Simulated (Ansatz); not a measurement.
# Σ11 (113) boundary in fcc Au with Si (substitutional): structure and resistance, part 2 of 2

Wanted: what the Σ11 (113) boundary in fcc Au with Si (substitutional) costs an interconnect.

Ansatz 0.2.0; Ansatz plane-wave DFT, PBE, PAW files; relaxation of a bicrystal slab with its lowest layers held; PAW set soft_1 (the session's first sound run).

So far. Step 2 (Relaxing the bicrystal): The largest force component on a free atom ends at 0.014 eV/Å, under the tolerance of 0.03, after 9 steps.

### Step 3. Transmission across the boundary

Bulk layers of each grain are laid under and over the relaxed boundary, and a lead is named in the middle of each, away from the free faces. The mesh across the current, 22×22, is finer than the density's, because channels open and close sharply across the zone. Energies from -0.1 to 0.1 eV in steps of 0.05 eV are too few for the program's thermal sum, so it prints no conductance; for a metal the transmission near the Fermi level serves, at a fraction of the cost.

This step: Ansatz plane-wave DFT, PBE, PAW files; ballistic transport by layer matching (Landauer), zero bias; boundary relaxed in a short slab, bulk layers laid on; PAW set soft_1 (Ansatz 0.2.0).

System of this step: Σ11 (113) boundary in fcc Au with Si (substitutional). The cell holds 34 atoms: 33 Au and 1 Si. Cell: a = 2.884 Å, b = 4.995 Å, c = 49.306 Å, α = 90.0°, β = 90.0°, γ = 73.2°. It derives from Au. Regions: lower grain, 14 atoms (14 Au); boundary, 9 atoms (8 Au and 1 Si); upper grain, 11 atoms (11 Au). Vacuum lies along c.

input.yaml

```yaml
crystal:
  lattice:
    - [2.8837582304, 0.0, 0.0]
    - [1.4418791152, 4.7821720181, 0.0]
    - [0.0, 0.0, 49.3058755428]
  atoms:
    - { symbol: Au, position: [4.9090909091, -9.8181818181, 0.0811262341] }
    - { symbol: Au, position: [4.6363636363, -9.2727272727, 0.1060652221] }
    - { symbol: Au, position: [4.3636363636, -8.7272727272, 0.1310042102] }
    - { symbol: Au, position: [4.0909090909, -8.1818181818, 0.1559431982] }
    - { symbol: Au, position: [3.8181818182, -7.6363636363, 0.1808821863] }
    - { symbol: Au, position: [3.5454545454, -7.0909090909, 0.2058211743] }
    - { symbol: Au, position: [3.2727272727, -6.5454545454, 0.2307601624] }
    - { symbol: Au, position: [3.0, -6.0, 0.2556991504] }
    - { symbol: Au, position: [2.7272727273, -5.4545454545, 0.2806381385] }
    - { symbol: Au, position: [2.4545454545, -4.9090909091, 0.3055771265] }
    - { symbol: Au, position: [2.1818181818, -4.3636363636, 0.3305161146] }
    - { symbol: Au, position: [1.9090909091, -3.8181818182, 0.3554551026] }
    - { symbol: Au, position: [1.6363636364, -3.2727272727, 0.3803940907] }
    - { symbol: Au, position: [1.3636363636, -2.7272727273, 0.4053330787] }
    - { symbol: Au, position: [0.0909090909, 0.8181818182, 0.4302720668] }
    - { symbol: Au, position: [0.8231376143, 0.3537247715, 0.457519791] }
    - { symbol: Au, position: [0.5568086736, 0.8863826528, 0.4842200032] }
    - { symbol: Au, position: [0.2857843352, 0.4284313295, 0.5094282659] }
    - { symbol: Si, position: [-0.0238237517, 0.0476475034, 0.5378237839] }
    - { symbol: Au, position: [0.2828432994, 0.4343134012, 0.5659595632] }
    - { symbol: Au, position: [0.5557970491, 0.8884059019, 0.5909306388] }
    - { symbol: Au, position: [0.8244838474, 0.3510323051, 0.6181625301] }
    - { symbol: Au, position: [0.092360607, 0.815278786, 0.6445448974] }
    - { symbol: Au, position: [1.3650878797, -2.7301757594, 0.6694838854] }
    - { symbol: Au, position: [1.6378151524, -3.2756303049, 0.6944228735] }
    - { symbol: Au, position: [1.9105424252, -3.8210848503, 0.7193618615] }
    - { symbol: Au, position: [2.1832696979, -4.3665393958, 0.7443008496] }
    - { symbol: Au, position: [2.4559969706, -4.9119939412, 0.7692398376] }
    - { symbol: Au, position: [2.7287242433, -5.4574484867, 0.7941788257] }
    - { symbol: Au, position: [3.0014515161, -6.0029030321, 0.8191178137] }
    - { symbol: Au, position: [3.2741787888, -6.5483575776, 0.8440568018] }
    - { symbol: Au, position: [3.5469060615, -7.093812123, 0.8689957898] }
    - { symbol: Au, position: [3.8196333342, -7.6392666685, 0.8939347779] }
    - { symbol: Au, position: [4.092360607, -8.1847212139, 0.9188737659] }
kpoints:
  mp_grid: { grid: [9, 9, 1] }
hamiltonian:
  xc: pbe
  pseudopotentials: { kind: paw, azcp: { folder: soft_1 } }
scf:
  occupations: { method: fermi_dirac, width: 0.1 }
output:
  transmission:
    leads: [[8, 9], [27, 28]]
    kmesh: [22, 22]
    e_range: [-0.1, 0.1]
    de: 0.05
  write_potential: true
  write_density: true
  volumetric_format: npy
  elf: true
```

Started as:

```bash
ansatz run input.yaml --threads 4 --pin off --max-ram 15360MiB --backend cpu --events-out ev --progress --plain --runs-dir out
```

Numbers of over 12 decimals in the logs are rounded to 6 here.

The program printed:

```text
[...]
Crystal: 34 atoms, lattice volume = 679.959 Å³
Basis set: ecut = 420 eV, 13311 PW (Γ)
Bands: 379, of which v1, the nominal top of the filled ones, is band 316 counted from 1 (315 counted from 0)
Symmetry: 2 space group operations
[...]
k-points: 25 of 81 (time reversal used)
[...]
SCF iter   1: F=—  HF=-434632.063315 eV  |F-HF|=—  |Δ(HF+E_count)|=         —  Δρ=6.31e-2  dr2=4.29e1  ethr=3.10e-3  ⟨swp⟩=5.7  Hψ=31996  notcnv=0  defer=472
[...]
SCF iter  10: F=-434623.056184 eV  HF=-434623.056184 eV  |F-HF|=5.82e-9  |Δ(HF+E_count)|=   3.64e-8  Δρ=1.03e-6  dr2=1.33e-8  ethr=1.58e-11  ⟨swp⟩=12.4  Hψ=42297  notcnv=0
SCF 1 converged in 10 iterations: F = -434623.056184 eV  dr2 = 1.33e-8
[...]
transmission: 493 of 4921 steps passed
transmission: 986 of 4921 steps passed
[...]
transmission: 4921 of 4921 steps passed
WARN: The output density's exchange-correlation potential varies sharply where the density is thin. Do not read a vacuum level from v_tot or v_xc, or from such a field of the output density. On a cell that repeats whose density bears no net charge and no dipole along the vacuum's axis use v_es (v_loc + v_h of the components); under efield.dipole_correction with no amplitude use v_es + v_field, which holds any externa [...]
SCF converged after 10 iterations
Free energy (F): -434623.056184 eV
[...]
Internal energy: -434622.741645 eV  (E = F + TS)
E sigma→0 (E₀):  -434622.898915 eV
Entropy (-TS):   -0.314539 eV (-9.251 meV/atom)
Fermi energy:    16.462803 eV
[...]
--- Band table (eV; the first three rows and the last of 25) ---
  k-point 0: bands = [... 312 lower, 15.3580, 15.5467, 15.7928, 15.8903, 16.2283, 16.3282, 16.7506, 16.8598, ... 59 higher]
  k-point 1: bands = [... 312 lower, 15.1500, 15.2909, 15.4485, 15.6354, 15.9544, 16.1498, 16.3309, 16.5560, ... 59 higher]
  k-point 2: bands = [... 312 lower, 14.7402, 14.7532, 15.0296, 15.1489, 15.3892, 15.5531, 15.7414, 16.0425, ... 59 higher]
  k-point 24: bands = [... 312 lower, 17.0130, 17.0673, 17.0978, 17.1193, 17.1985, 17.2295, 17.3281, 17.3504, ... 59 higher]
--- Transmission ---
  basis      : 119 plane waves across, 37 finite elements along
  points     : 133, standing for a mesh of 22 x 22
  energies   : 5 from -0.100000 to 0.100000 eV about the Fermi level, 0.050000 eV apart; the leads are filled to 0.000000 eV, and channels, transmission and decay are at 0.000000 eV
  crystal 0  : Au2, at the sites [8, 9], period 2.4593 Å, over 18.44 Å; its Hamiltonian steps by up to 16.5 meV
    offset         : up to 0.0000 Å between an atom of the period and one for which it stands
    channels       : 1.609504e0 a spin
    conductance    : none, the energies end too early or step too widely for 300 K: set another output.transmission.e_range or a lower de, or, where they end at an eighth of basis.ecutwfc, a higher one
[...]
channels       : 1.609504e0 a spin
[...]
junction   : crystal 0 to crystal 1, 13.22 to 36.08 Å
    transmission   : 1.163315e0 a spin
[...]
```

Wall time 14 min (4 threads of Arm Neoverse V1, shared host); peak memory 8.9 GiB; 51 min of CPU time.

Reading the cycles: dr2 is the Hartree energy of the density residual (eV), the measure of convergence; HF is the Harris–Foulkes estimate of the energy, which meets the free energy F at convergence.

Numbers from this step:

```
free energy                                    : -434623.0562 eV
energy at zero smearing                        : -434622.8989 eV
Fermi energy                                   : 16.46 eV
cell area                                      : 13.79 Å²
transmission per spin nearest the Fermi level  : 1.163
open channels per spin nearest the Fermi level : 1.610
open channels per spin, upper lead             : 1.610
step of the lead's potential                   : 16.5 meV
step of the upper lead's potential             : 25.3 meV
```

Per spin. Table of transmission, zone mean by energy, zero at the Fermi level:

| energy (eV) | transmission, zone mean |
| --- | --- |
| -0.1000 | 1.15 |
| -0.0500 | 1.16 |
| 0.0000 | 1.16 |
| 0.0500 | 1.16 |
| 0.1000 | 1.16 |

Per spin. The open channels, zone mean, lead = upper lead by energy, zero at the Fermi level:

| energy (eV) | open channels, zone mean, lead = upper lead |
| --- | --- |
| -0.1000 | 1.59 |
| -0.0500 | 1.61 |
| 0.0000 | 1.61 |
| 0.0500 | 1.60 |
| 0.1000 | 1.60 |

Transmission over k1 and k2. At 0.0000 eV from the Fermi level.

Ten even steps from '0' (0.01) to '9' (1.98):
```
4479689970000589985531
4589699872002789873203
4699799975247899841014
4799799987778888643124
4799689988888886444234
4799689998887764445334
4689588988776543444334
4578578887654523534334
4455346665468704545224
4232144445899503444113
4100344327999723443001
4311444305998544441232
4422545407864566643554
4433435325456788875875
4433444345677889885986
4433544467788899986997
4432444688888889986997
4421346888877789997997
4410148998742579997996
4302378987200278996985
4135589985000079986974
4258589972000279985852
```
Columns: k1 (b1) from -0.5 to 0.455; rows upwards: k2 (b2) from -0.5 to 0.455.

Open channels over k1 and k2. At 0.0000 eV from the Fermi level.

Ten even steps from '_' (1.00) to '@' (2.00):
```
____@@@@@@@@@@@@@@________@@@@@@@@@@@@@@____
__@@@@@@@@@@@@@@@@@@____@@@@@@@@@@@@@@______
__@@@@@@@@@@@@@@@@@@@@@@@@@@@@@@@@@@________
__@@@@@@@@@@@@@@@@@@@@@@@@@@@@@@@@__________
__@@@@@@@@@@@@@@@@@@@@@@@@@@@@@@____________
__@@@@@@@@@@@@@@@@@@@@@@@@@@@@______________
__@@@@@@@@@@@@@@@@@@@@@@@@@@@@______________
__@@@@@@@@@@@@@@@@@@@@@@@@@@________________
____@@@@@@@@@@@@@@@@@@@@@@@@________________
________________@@@@@@@@@@@@________________
__________________@@@@@@@@@@________________
__________________@@@@@@@@@@@@______________
__________________@@@@@@@@@@@@@@@@@@@@@@@@__
__________________@@@@@@@@@@@@@@@@@@@@@@@@@@
________________@@@@@@@@@@@@@@@@@@@@@@@@@@@@
________________@@@@@@@@@@@@@@@@@@@@@@@@@@@@
______________@@@@@@@@@@@@@@@@@@@@@@@@@@@@@@
____________@@@@@@@@@@@@@@@@@@@@@@@@@@@@@@@@
__________@@@@@@@@@@@@@@@@@@@@@@@@@@@@@@@@@@
________@@@@@@@@@@@@@@____@@@@@@@@@@@@@@@@@@
______@@@@@@@@@@@@@@________@@@@@@@@@@@@@@__
____@@@@@@@@@@@@@@@@______@@@@@@@@@@@@@@@@__
```
Columns: k1 (b1) from -0.5 to 0.455; rows upwards: k2 (b2) from -0.5 to 0.455.

Electrostatic potential energy in the cb plane at fractional x = 0.976, with atoms of Au and Si within 0.2 Å of it. With pseudopotentials it is smooth inside the atoms' cores, unlike the true potential.

Ten even steps from '0' (-29 eV) to '9' (19 eV), each cell a mean:
```
89999997201489999999986223699999999973114899
99999985000279998899998767999998899950001699
98888985100279998899999999999998899961002799
98668997422589999999999999999999999984225898
98668999877899999998889999988899999998778998
98888999999998999986568999865789999899999999
99999999999854589985458999744689975468999999
89999888998510158986568999865799841026999888
47999878998300048998889999988999830005899878
03899888999510159999998878899999841026999888
02799999999864689999986324799999975468999999
03899999999999999999983242489999999899999999
47999999766899999999983362489999999998668999
```
Columns run along c (16.0 Å, from fractional 0.36 to 0.69 of the cell; values clipped at the 3rd and 97th percentile), rows up along b (5.0 Å). Atoms in or near the plane, at fractional coordinates: Si at (0.54, 0.05).

ELF in the cb plane at fractional x = 0.976, with atoms of Au and Si within 0.2 Å of it. It is the smooth field of the valence electrons, not physical close to the nuclei.

Ten even steps from '0' (0.11) to '9' (0.86), each cell a mean:
```
11000012455321011111169999841111110124554200
11110013566421011111137999621111110135665310
11221113566421011111012554210111110135664211
12332112444310011111110010011111100123443211
12332111222110000111221001122111000011221111
11221110011111110112332101233211011111110011
01111111001234321123432111243311123331100111
11111121101355531112332111233211145543101221
42111222111456541011222222222111245653111221
54211121111355531000124555421000245543111111
64210111111233321000146556630000123331111111
54200001111111110000156555641000011111111100
42100001233211011000267787751001111112322100
```
Columns run along c (16.0 Å, from fractional 0.36 to 0.69 of the cell), rows up along b (5.0 Å). Atoms in or near the plane, at fractional coordinates: Si at (0.54, 0.05).

Valence density in the cb plane at fractional x = 0.976, with atoms of Au and Si within 0.2 Å of it. It is the smooth field of the valence electrons, not physical close to the nuclei.

Ten steps, logarithmic in the rise over the least value, from '0' (0.10 × 1e0 e/Å³) to '9' (9.60 × 1e0 e/Å³), each cell a mean:
```
32100024788631112211012222210122211246886310
11221126899741123321011222100123211258998421
12332225899741123321000111001123211258997422
23553224677521012221110000011222210136775322
23443212344211011123321000233321100123443112
12333211111223211134542101355421112222111112
11222221111356532235653112456431245653111222
32112332112588852234543112355421368875212332
64212333213699863123332111233211379985212333
96322332112588852101122222221101368875212332
97411222112356531000012222210000235653111221
97310011222222211000012112210000112222221110
64200012454321111100022112210011111123443200
```
Columns run along c (16.0 Å, from fractional 0.36 to 0.69 of the cell), rows up along b (5.0 Å). Atoms in or near the plane, at fractional coordinates: Si at (0.54, 0.05).

Over the solved energies the transmission per spin lies between 1.15 and 1.16, out of 1.60 channels of the lead on average (up to 1.61). The log calls the step of a lead's potential too much.

### Step 4. Specific resistance

This step: Ansatz plane-wave DFT, PBE, PAW files; ballistic transport by layer matching (Landauer), zero bias; specific resistance of the boundary; PAW set soft_1 (Ansatz 0.2.0).

Numbers from this step:

```
area resistance                      : 0.4259 fΩ m²
T over the leads' mean channel count : 0.7228
```

Averaged over the energies near the Fermi level, 72.3 % of the channels pass, which makes 0.426 fΩ m².

By hand, with T and the leads' channels N averaged over the energies near the Fermi level: RA = A (h/2e²)(1/T − ½[1/N₁ + 1/N₂]) = 13.79×10⁻²⁰ m² × 12 906 Ω × (1/1.159 − ½[1/1.603 + 1/1.603]) = 0.426 fΩ m².

### Step 5. Summary of results

```
specific resistance of the boundary : 0.426 fΩ m²
share of channels that pass         : 0.723
```

In words: The boundary has a specific resistance of 0.43 fΩ m². The boundary reflects 28 % of the channels; 0.43 fΩ m² is 4.3×10⁻¹² Ω·cm². That equals the resistance of 19 nm of bulk Au at 300 K (measured 2.271 µΩ cm, CRC Handbook of Chemistry and Physics, 84th ed., 2003, Electrical Resistivity of Pure Metals). One Si in 13.8 Å² of boundary is a high coverage. Each plane of this narrow cell holds one atom, so the solute fills a whole plane. One starting structure was relaxed; another shift or atom count at the boundary may lie lower. Spin-orbit coupling is left out, which matters for Au. A lead's potential steps by up to 25 meV from period to period, which the log calls too much, so longer leads could move the result.

[Logs are printed without paths, hosts, clocks, repeated set-up lines and the standing remarks that a program may print on its own settings, such as how far it seeks lower states.]

[Hosts, paths, dates, database ids (printed as entryN), source tags and the programs' standing remarks are cut or masked in the printed files.]
